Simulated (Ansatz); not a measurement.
# Where the states of RbBr lie

```
Rb Br
1.0
     5.94208    0.00000    0.00000
    -2.97104    5.14600    0.00000
     0.00000    0.00000    6.95651
Rb Br
2 2
Direct
  0.33333 0.66667 0.93800
  0.66667 0.33333 0.43800
  0.33333 0.66667 0.43800
  0.66667 0.33333 0.93800
```

The cell was built from the wurtzite type and relaxed in the same program, and has space group P6_3/mmc; it needn't be a known or the stable phase. The relaxation left the symmetry of that type.

Theory: DFT, PBE, all-electron LAPW, scalar-relativistic (Ansatz 0.2.0).

Numerical set-up: a Γ-centred 10×10×6 k mesh, Fermi–Dirac smearing of 0.05 eV, basis error target 1 meV/atom, no spin polarisation.

States per eV and cell, averaged over 0.4 eV, from -9.1 to 6.7 eV, with energies (bin centres) from the valence-band top; empty bins are left out. The partial columns, the largest 4 alone, are projections on Löwdin-orthogonalised atomic shells (those that the program's projection atoms carry: the occupied ones and, for some elements, an empty d or f shell; other empty shells have no column), summed over atoms of an element. Weights on diffuse s and p shells depend on that basis and aren't pure angular character.

```
E (eV)  total  Rb 4p  Br 4p  Rb 5s  Br 4s
  -9.0  10.57  10.44   0.13   0.00   0.00
  -8.6  19.43  19.18   0.08   0.01   0.16
  -0.6   8.90   0.04   8.10   0.68   0.01
  -0.2  21.10   0.16  20.67   0.06   0.00
   4.2   0.16   0.00   0.00   0.13   0.02
   4.6   0.45   0.00   0.02   0.37   0.05
   5.0   0.74   0.00   0.05   0.60   0.06
   5.4   1.31   0.01   0.08   0.92   0.07
   5.8   2.79   0.01   0.10   1.04   0.04
   6.2   4.25   0.00   0.07   0.91   0.03
   6.6   2.80   0.00   0.06   0.82   0.03
```

(1) Which of the resolved shells contributes most in the top eV of the valence band?

Answers

(1) Br 4p, with 96 % of all states there; Rb 5s follows with 2 %.
